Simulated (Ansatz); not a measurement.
An input for the plane-wave PAW code Ansatz:

```yaml
crystal:
  lattice:
    - [0.0, 3.2420768892, 3.2420768892]
    - [3.2420768892, 0.0, 3.2420768892]
    - [3.2420768892, 3.2420768892, 0.0]
  atoms:
    - { symbol: Cd, position: [0.0, 0.0, 0.0] }
    - { symbol: Te, position: [0.25, 0.25, 0.25] }
basis:
  ecutwfc: 420
  ecutrho_ratio: 4
kpoints:
  mp_grid: { grid: [6, 6, 6] }
hamiltonian:
  xc: pbe
scf:
  occupations: { method: gaussian, width: 0.05 }
output:
  forces: true
  stress: true
  eigenvalues: true
```

Launched as:
```sh
ansatz run input.yaml --threads 4 --pin off --max-ram 7168MiB --backend cpu --events-out ev --progress --plain --runs-dir out
```

The compound is reported in the structure type of the start.

Predict the main results.

Pressure 2.5 GPa, gap on the mesh 0.77 eV (PBE, scalar-relativistic).

The output:

```
Pseudopotentials: kind: paw
Pseudopotential: Cd, paw, valence charge 20, recommended cutoff 420 eV (normal), Cd.paw.azcp
Pseudopotential: Te, paw, valence charge 16, recommended cutoff 420 eV (normal), Te.paw.azcp
Crystal: 2 atoms, lattice volume = 68.155 Å³
Basis set: ecut = 420 eV, 1363 PW (Γ), exchange–correlation on 64×64×64 points (8 copies of the dense FFT grid, shifted against one another)
Bands: 22, of which v1, the nominal top of the filled ones, is band 18 counted from 1 (17 counted from 0)
Symmetry: 24 space group operations
Space group: F-43m (ITA 216), of the structure as read, at distance tolerance 4.1e-5 Å
k-points: 16 of 216 (time reversal used)
Initial density: superposition of atomic densities (neutral atoms: chi_scale 0, normalization atom), corrected by the library's trained network
Initial wavefunctions: pseudopotential atomic-orbital guess
Functional: x = pbe(κ = 0.804, μ = 0.21951), c = pbe(β = 0.06672)
```

SCF trace (energy estimate counted from the last row):
```tsv
iteration	ΔE (eV)	density residual (eV)
1	-5.1e-04	3.02e-3
2	9.0e-05	1.88e-4
3	4.5e-05	2.76e-5
4	1.1e-05	4.15e-6
5	1.0e-06	1.90e-7
6	0.000	2.73e-9
```

```
SCF 1 converged in 6 iterations: F = -15235.301593 eV  dr2 = 2.73e-9
SCF converged after 6 iterations
Free energy (F): -15235.301593 eV
E sigma→0 (E₀):  -15235.301593 eV
Fermi energy:    7.827968 eV
--- Forces (eV/Å), atoms counted from 1 ---
  atom   1  Cd     0.00000000     0.00000000     0.00000000
  atom   2  Te     0.00000000     0.00000000     0.00000000
--- Stress (GPa, compression-positive) ---
        2.516633       0.000000       0.000000
        0.000000       2.516633       0.000000
        0.000000       0.000000       2.516633
  P = ⅓ Tr σ = 2.5166 GPa (25.166 kbar)
--- Band table (eV; the first three rows and the last of 16) ---
  k-point 0: bands = ["-94.6709", "-55.7337", "-55.7337", "-55.7337", "-28.5692", "-28.5692", "-28.5692", "-28.5612", "-28.5612", "-3.7210", "-0.8323", "-0.8323", "-0.8323", "-0.5726", "-0.5726", "7.4429", "7.4429", "7.4429", "8.2094", "12.0612", "12.0612", "12.0612"]
  k-point 1: bands = ["-94.6709", "-55.7337", "-55.7337", "-55.7337", "-28.5692", "-28.5691", "-28.5691", "-28.5612", "-28.5612", "-3.6215", "-0.8137", "-0.8137", "-0.7490", "-0.5737", "-0.5737", "5.7116", "7.2163", "7.2163", "9.2984", "12.1739", "12.3985", "12.3985"]
  k-point 2: bands = ["-94.6709", "-55.7338", "-55.7337", "-55.7337", "-28.5693", "-28.5690", "-28.5690", "-28.5611", "-28.5611", "-3.4227", "-0.7816", "-0.7816", "-0.5698", "-0.5698", "-0.4700", "3.8739", "6.8367", "6.8367", "9.3737", "12.6853", "12.6853", "13.6977"]
  k-point 15: bands = ["-94.6709", "-55.7338", "-55.7337", "-55.7337", "-28.5695", "-28.5689", "-28.5686", "-28.5612", "-28.5608", "-3.2064", "-0.7014", "-0.6997", "-0.6196", "-0.5601", "-0.0219", "3.2378", "5.2406", "5.3333", "11.1580", "11.2418", "14.1335", "14.4334"]
```

It ran for 0.94 s on 4 threads of Arm Neoverse V1, with other jobs on the host, peak memory 0.35 GiB.

Kohn–Sham gaps of semilocal functionals lie under measured ones, often by a third or more. These numbers lack spin–orbit coupling. The k-mesh is coarse, so small energy differences aren't converged.
